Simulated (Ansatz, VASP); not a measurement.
# HfC (zincblende type (invented)): VASP beside Ansatz, part 2 of 3

One calculation is typed for both programs; each brings its own data sets. How far apart do they land? The cell is generated by rule, not measured, and may not be a known phase. The cell is taken from a series of runs on this material, whose earlier steps may have relaxed, scaled, displaced or heated it; both programs get it as it stands.

VASP 6.6.1 and Ansatz 0.2.0.

So far: Starting point; Ansatz: zone-centre phonons, PBE.

## Step 3: VASP: zone-centre phonons, PBE

Level of this step: PBE; plane waves and PAW (Hf_pv, C); invented cell (VASP).

The same cell, functional and mesh now go to VASP, with its own data sets.

Lines of VASP's logs that name or quote its potential files are left out, and so is its time.

Input file INCAR:

```
SYSTEM = HfC
PREC = Accurate
ENCUT = 600
EDIFF = 1E-08
NELM = 120
ISMEAR = 0
SIGMA = 0.01
LREAL = .FALSE.
ALGO = Normal
GGA = PE
NBANDS = 13
LASPH = .TRUE.
LORBIT = 11
LWAVE = .FALSE.
LCHARG = .FALSE.
ISIF = 2
IBRION = 8
LEPSILON = .TRUE.
GGA_COMPAT = .FALSE.
EFERMI = MIDGAP
KPAR = 2
```

Input file POSCAR:

```
HfC
1.0
    0.0000000000      2.5220998264      2.5220998264
    2.5220998264      0.0000000000      2.5220998264
    2.5220998264      2.5220998264      0.0000000000
Hf C
1 1
Direct
    0.0000000000      0.0000000000      0.0000000000
    0.7500000000      0.7500000000      0.7500000000
```

Input file KPOINTS:

```
Automatic mesh
0
Gamma
12 12 12
0 0 0
```

Potentials, in the order of the species: Hf_pv and C (PBE family, release 64).

Command:

```console
> mpirun -np 2 vasp_std
```

Log:

```text
[banner, memory and clock lines left out]
running    2 mpi-ranks, on    1 nodes
 distrk:  each k-point on    1 cores,    2 groups
 distr:  one band on    1 cores,    1 groups

 POSCAR found type information on POSCAR HfC
 POSCAR found :  2 types and       2 ions
 LDA part: xc-table for (Slater+PW92), standard interpolation
 POSCAR, INCAR and KPOINTS ok, starting setup
 FFT: planning ... GRIDC
 FFT: planning ... GRID_SOFT
 FFT: planning ... GRID
 WAVECAR not read
 entering main loop
       N       E                     dE             d eps       ncg     rms          rms(c)
DAV:   1     0.336242924250E+02    0.33624E+02   -0.80637E+03  1872   0.111E+03
DAV:   2    -0.217291353387E+02   -0.55353E+02   -0.51822E+02  2524   0.221E+02
DAV:   3    -0.241861020801E+02   -0.24570E+01   -0.24446E+01  2380   0.346E+01
DAV:   4    -0.242074345553E+02   -0.21332E-01   -0.21329E-01  2140   0.393E+00
DAV:   5    -0.242076784926E+02   -0.24394E-03   -0.24394E-03  2331   0.381E-01    0.506E+01
DAV:   6    -0.197667175926E+02    0.44410E+01   -0.16615E+01  2027   0.228E+01    0.346E+01
DAV:   7    -0.197675204690E+02   -0.80288E-03   -0.76323E-01  2292   0.633E+00    0.229E+01
DAV:   8    -0.197682801316E+02   -0.75966E-03   -0.91008E-02  2117   0.230E+00    0.797E+00
DAV:   9    -0.197574356035E+02    0.10845E-01   -0.36615E-02  2022   0.105E+00    0.111E+00
DAV:  10    -0.197574127085E+02    0.22895E-04   -0.11676E-03  2346   0.266E-01    0.358E-01
DAV:  11    -0.197574331626E+02   -0.20454E-04   -0.12705E-04  2248   0.909E-02    0.285E-02
DAV:  12    -0.197574320081E+02    0.11545E-05   -0.10917E-05  2142   0.273E-02    0.585E-02
DAV:  13    -0.197574313906E+02    0.61744E-06   -0.60140E-07  2317   0.695E-03    0.371E-03
DAV:  14    -0.197574314378E+02   -0.47123E-07   -0.24460E-08  2162   0.136E-03    0.153E-03
DAV:  15    -0.197574314592E+02   -0.21446E-07   -0.98385E-09  1194   0.799E-04    0.294E-04
DAV:  16    -0.197574314596E+02   -0.35402E-09   -0.10457E-09   976   0.308E-04
   1 F= -.19757431E+02 E0= -.19757431E+02  d E =-.158850E-97
 Linear response reoptimize wavefunctions to high precision
DAV:   1    -0.197574314590E+02    0.57730E-09   -0.89946E-11  1141   0.873E-05
DAV:   2    -0.197574314590E+02    0.93223E-11   -0.12579E-11   956   0.328E-05
 Linear response G [H, r] |phi>, progress :
  Direction:   1
       N       E                     dE             d eps       ncg     rms
RMM:   1    -0.482266193795E+02   -0.48227E+02    0.12686E+03  2050   0.230E+02
 LRF_COMMUTATOR internal error: the vector H(1)-e(1) S(1) |phi(0)> is not orthog
 onal to |phi(0)> (1.077816472518973E-004,1.891209086037071E-014)
RMM:   2    -0.608188249759E+02   -0.12592E+02   -0.24402E+01  3241   0.308E+01
 LRF_COMMUTATOR internal error: the vector H(1)-e(1) S(1) |phi(0)> is not orthog
 onal to |phi(0)> (1.077816472466736E-004,-5.323691520172508E-014)
RMM:   3    -0.608323247080E+02   -0.13500E-01   -0.18562E+00  3904   0.682E+00
RMM:   4    -0.608296202127E+02    0.27045E-02   -0.12027E-01  4265   0.176E+00
RMM:   5    -0.608297046591E+02   -0.84446E-04   -0.20225E-02  4478   0.517E-01
RMM:   6    -0.608297011123E+02    0.35468E-05   -0.26832E-03  4368   0.150E-01
RMM:   7    -0.608296998736E+02    0.12387E-05    0.40046E-04  4483   0.471E-02
RMM:   8    -0.608297039375E+02   -0.40639E-05    0.25971E-03  4296   0.165E-02
RMM:   9    -0.608297034785E+02    0.45894E-06    0.37809E-03  3944   0.691E-03
RMM:  10    -0.608297035662E+02   -0.87695E-07    0.16804E-03  3726   0.274E-03
RMM:  11    -0.608297034327E+02    0.13351E-06    0.73214E-04  3595   0.139E-03
RMM:  12    -0.608297032756E+02    0.15713E-06    0.48671E-04  3127   0.759E-04
RMM:  13    -0.608297036670E+02   -0.39138E-06    0.22526E-04  2666   0.479E-04
RMM:  14    -0.608297034226E+02    0.24437E-06    0.18643E-04  2357   0.358E-04
RMM:  15    -0.608297038124E+02   -0.38980E-06    0.13038E-04  2095   0.306E-04
RMM:  16    -0.608297034036E+02    0.40884E-06    0.13765E-04  1933   0.287E-04
RMM:  17    -0.608297038469E+02   -0.44338E-06    0.11285E-04  1810   0.274E-04
RMM:  18    -0.608297033978E+02    0.44910E-06    0.12029E-04  1710   0.272E-04
RMM:  19    -0.608297038551E+02   -0.45723E-06    0.11395E-04  1610   0.268E-04
 Linear response G [H, r] |phi>, progress :
  Direction:   2
       N       E                     dE             d eps       ncg     rms
RMM:   1    -0.473905365839E+02   -0.47391E+02    0.13530E+03  2054   0.237E+02
 LRF_COMMUTATOR internal error: the vector H(1)-e(1) S(1) |phi(0)> is not orthog
 onal to |phi(0)> (-1.078216319553849E-004,-1.055266984906211E-013)
RMM:   2    -0.561634219349E+02   -0.87729E+01   -0.27619E+01  3278   0.322E+01
 LRF_COMMUTATOR internal error: the vector H(1)-e(1) S(1) |phi(0)> is not orthog
 onal to |phi(0)> (-1.078216318632363E-004,-5.118128143521972E-014)
RMM:   3    -0.561642612465E+02   -0.83931E-03   -0.18956E+00  3859   0.716E+00
RMM:   4    -0.561591540461E+02    0.51072E-02   -0.13202E-01  4309   0.187E+00
[...]
RMM:   6    -0.900768617012E+00    0.84319E-07   -0.44361E-07  3347   0.136E-03
RMM:   7    -0.900768602570E+00    0.14442E-07   -0.95823E-08  2868   0.356E-04
RMM:   8    -0.900768597455E+00    0.51150E-08   -0.96357E-08  2606   0.110E-04
 change of polarisation eV/A/(eV/A) component  2 :    -0.055     1.802     0.188
[...]
RMM:   1    -0.125001251206E+01   -0.12500E+01   -0.82909E+00 16518   0.505E+00
RMM:   2    -0.145651697128E+01   -0.20650E+00   -0.14181E-02 12415   0.755E-01    0.260E+00
RMM:   3    -0.138879714001E+01    0.67720E-01   -0.57190E-02 11547   0.146E+00    0.111E+00
RMM:   4    -0.140423448902E+01   -0.15437E-01   -0.42547E-02 12294   0.134E+00    0.532E-01
RMM:   5    -0.141924081067E+01   -0.15006E-01   -0.12459E-03 12947   0.251E-01    0.196E-01
RMM:   6    -0.142120660874E+01   -0.19658E-02   -0.92760E-05 13103   0.825E-02    0.132E-01
RMM:   7    -0.142153036370E+01   -0.32375E-03    0.91406E-05 12978   0.285E-02    0.236E-02
RMM:   8    -0.142125503979E+01    0.27532E-03    0.56904E-06 13279   0.969E-03    0.407E-02
RMM:   9    -0.142127093738E+01   -0.15898E-04   -0.22720E-06 13161   0.232E-03    0.992E-03
RMM:  10    -0.142125713680E+01    0.13801E-04   -0.46843E-06 13254   0.138E-03    0.135E-02
RMM:  11    -0.142125687535E+01    0.26146E-06    0.19048E-06 14041   0.489E-04    0.602E-03
RMM:  12    -0.142125450291E+01    0.23724E-05   -0.33462E-07 12513   0.122E-04    0.380E-03
RMM:  13    -0.142125149921E+01    0.30037E-05    0.49188E-07 10580   0.180E-04    0.130E-04
RMM:  14    -0.142125166642E+01   -0.16721E-06   -0.25027E-11  4398   0.344E-05    0.149E-04
RMM:  15    -0.142125160352E+01    0.62897E-07    0.52193E-09  2576   0.356E-05    0.520E-05
RMM:  16    -0.142125155672E+01    0.46804E-07   -0.34493E-10  2334   0.370E-05    0.651E-06
 change of polarisation eV/A/(eV/A) component  2 :     0.006     2.715     0.022
 dielectric tensor                  component  2 :     0.033    16.312     0.123
 Linear response to external field, progress :
  Direction:   3
       N       E                     dE             d eps       ncg     rms          rms(c)
RMM:   1    -0.125000542631E+01   -0.12500E+01   -0.82909E+00 16508   0.505E+00
RMM:   2    -0.145651692003E+01   -0.20651E+00   -0.14192E-02 12410   0.755E-01    0.260E+00
RMM:   3    -0.138882037488E+01    0.67697E-01   -0.57422E-02 11540   0.146E+00    0.111E+00
RMM:   4    -0.140416746016E+01   -0.15347E-01   -0.41876E-02 12286   0.134E+00    0.532E-01
RMM:   5    -0.141923908805E+01   -0.15072E-01   -0.12194E-03 12940   0.251E-01    0.196E-01
RMM:   6    -0.142120613334E+01   -0.19670E-02   -0.76428E-05 13100   0.824E-02    0.132E-01
RMM:   7    -0.142153252348E+01   -0.32639E-03    0.74621E-05 12955   0.284E-02    0.236E-02
RMM:   8    -0.142125509793E+01    0.27743E-03    0.64797E-06 13255   0.970E-03    0.408E-02
RMM:   9    -0.142127095733E+01   -0.15859E-04   -0.13894E-06 13150   0.231E-03    0.103E-02
RMM:  10    -0.142125762395E+01    0.13333E-04   -0.43716E-06 13279   0.139E-03    0.135E-02
RMM:  11    -0.142125725831E+01    0.36563E-06    0.18535E-06 14052   0.488E-04    0.598E-03
RMM:  12    -0.142125480207E+01    0.24562E-05    0.21572E-08 12413   0.122E-04    0.377E-03
RMM:  13    -0.142125184818E+01    0.29539E-05    0.45799E-07 10579   0.179E-04    0.128E-04
RMM:  14    -0.142125196790E+01   -0.11973E-06    0.37706E-07  4378   0.347E-05    0.145E-04
RMM:  15    -0.142125194065E+01    0.27251E-07    0.44683E-10  2610   0.360E-05    0.514E-05
RMM:  16    -0.142125190581E+01    0.34839E-07    0.36470E-10  2349   0.373E-05    0.648E-06
 change of polarisation eV/A/(eV/A) component  3 :     0.012     0.003     2.715
 dielectric tensor                  component  3 :     0.067     0.015    16.312
 Linear response DOF=           2
 Linear response progress:
  Degree of freedom:   1/  2
       N       E                     dE             d eps       ncg     rms          rms(c)
RMM:   1    -0.220006815178E+00   -0.22001E+00    0.38647E+00  7626   0.128E+01
RMM:   2    -0.218002002845E+00    0.20048E-02   -0.36254E-02 11211   0.143E+00    0.914E-01
RMM:   3    -0.217335606161E+00    0.66640E-03   -0.11965E-03 14710   0.191E-01    0.497E-01
RMM:   4    -0.216738833331E+00    0.59677E-03   -0.16001E-04 15518   0.893E-02    0.173E-01
RMM:   5    -0.216535112314E+00    0.20372E-03   -0.18301E-05 16141   0.325E-02    0.300E-02
RMM:   6    -0.216523771685E+00    0.11341E-04   -0.35215E-06 15241   0.121E-02    0.162E-02
RMM:   7    -0.216522480742E+00    0.12909E-05   -0.27446E-06 16992   0.310E-03    0.152E-02
RMM:   8    -0.216517430258E+00    0.50505E-05    0.13841E-06 15055   0.157E-03    0.565E-04
RMM:   9    -0.216517226608E+00    0.20365E-06    0.86730E-07 17553   0.586E-04    0.138E-03
RMM:  10    -0.216517708068E+00   -0.48146E-06   -0.27582E-07 16087   0.185E-04    0.125E-04
RMM:  11    -0.216517774666E+00   -0.66597E-07   -0.10821E-07 17833   0.669E-05    0.292E-05
RMM:  12    -0.216517833801E+00   -0.59135E-07    0.46053E-08 16563   0.313E-05    0.428E-05
RMM:  13    -0.216517839233E+00   -0.54319E-08    0.55865E-08 16823   0.137E-05    0.347E-05
 first order change of Fermi-energy  -0.16399E-03
 force on displaced ion       1 direction 1 : -12.168   0.000   0.000
 Born effective charge ion    1 direction 1 :   4.065   0.000   0.000
 Linear response progress:
  Degree of freedom:   2/  2
       N       E                     dE             d eps       ncg     rms          rms(c)
RMM:   1    -0.123259149584E+00   -0.12326E+00    0.73554E-02 16536   0.201E+00
RMM:   2    -0.123480894974E+00   -0.22175E-03   -0.28894E-03 11766   0.332E-01    0.907E-01
RMM:   3    -0.123438835190E+00    0.42060E-04   -0.13544E-03 10767   0.213E-01    0.489E-01
RMM:   4    -0.124600717340E+00   -0.11619E-02   -0.91023E-04 11266   0.177E-01    0.645E-02
RMM:   5    -0.124415831358E+00    0.18489E-03   -0.38102E-05 12525   0.378E-02    0.246E-02
RMM:   6    -0.124405252628E+00    0.10579E-04   -0.22297E-06 13052   0.860E-03    0.810E-03
RMM:   7    -0.124392673799E+00    0.12579E-04   -0.22057E-07 12875   0.330E-03    0.247E-03
RMM:   8    -0.124394051283E+00   -0.13775E-05   -0.22403E-08 13473   0.702E-04    0.539E-04
RMM:   9    -0.124393649510E+00    0.40177E-06   -0.43867E-09 13219   0.234E-04    0.207E-04
RMM:  10    -0.124393613374E+00    0.36136E-07   -0.35978E-09 13834   0.625E-05    0.121E-04
RMM:  11    -0.124393709592E+00   -0.96218E-07   -0.64019E-09 13375   0.286E-05    0.215E-05
RMM:  12    -0.124393693701E+00    0.15891E-07    0.10100E-09 13482   0.640E-06    0.120E-05
RMM:  13    -0.124393697997E+00   -0.42952E-08   -0.24107E-09 10138   0.190E-06    0.106E-06
 first order change of Fermi-energy   0.18143E-03
 force on displaced ion       2 direction 1 : -12.167  -0.000  -0.000
 Born effective charge ion    2 direction 1 :  -4.063   0.000   0.000
 Born effective charges drift removed
 Linear response finished
```

(Continued in part 3 of 3.)

[Lines on the potential files, build, host, timing and source positions are cut from VASP's logs without a mark.]

[Logs are printed without paths, hosts, clocks, repeated set-up lines and the standing remarks that a program may print on its own settings, such as how far it seeks lower states.]

[Hosts, paths, dates, database ids (printed as entryN), source tags and the programs' standing remarks are cut or masked in the printed files.]
